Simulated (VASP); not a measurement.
Ni:

```xyz
1
Lattice="0.0000 1.7376 1.7376 1.7376 0.0000 1.7376 1.7376 1.7376 0.0000" Properties=species:S:1:pos:R:3 pbc="T T T"
Ni    0.0000    0.0000    0.0000
```

```yaml
Program: VASP 6.6.1
Task: relaxation of cell and atoms
Functional: revPBE
Potentials_or_basis: VASP PAW PBE potentials, release 64 (Ni)
Cutoff: 600 eV
k_mesh: 13 × 13 × 13
Occupations: fermi-dirac, width 0.05 eV
Spin: collinear spin, ferromagnetic start
Starting_moments: "[1.0] μB"
```

At the start: pressure 12.3 GPa; volume 10.49 Å³/atom.

**Question.** Where does the relaxation end?

**Answer.** Over 3 steps the energy falls by 22.5 meV/atom and the volume is 11.12 Å³/atom (+6.0 %); space group Fm-3m (No. 225, to 0.05 Å); moment 0.63 μB per cell.

The path:
```tsv
step	energy change (eV)	largest force (eV/Å)	pressure (GPa)	volume (Å³)
1	0.0000	0.0000	12.26	10.49
2	-0.0036	0.0000	-8.90	11.76
3	-0.0225	0.0000	-0.02	11.12
```

Final structure:
```xyz
1
Lattice="0.0000 1.7716 1.7716 1.7716 0.0000 1.7716 1.7716 1.7716 0.0000" Properties=species:S:1:pos:R:3 pbc="T T T"
Ni    0.0000    0.0000    0.0000
```

Caveat: the PAW data sets were made with another functional, which shifts forces and pressure a little.
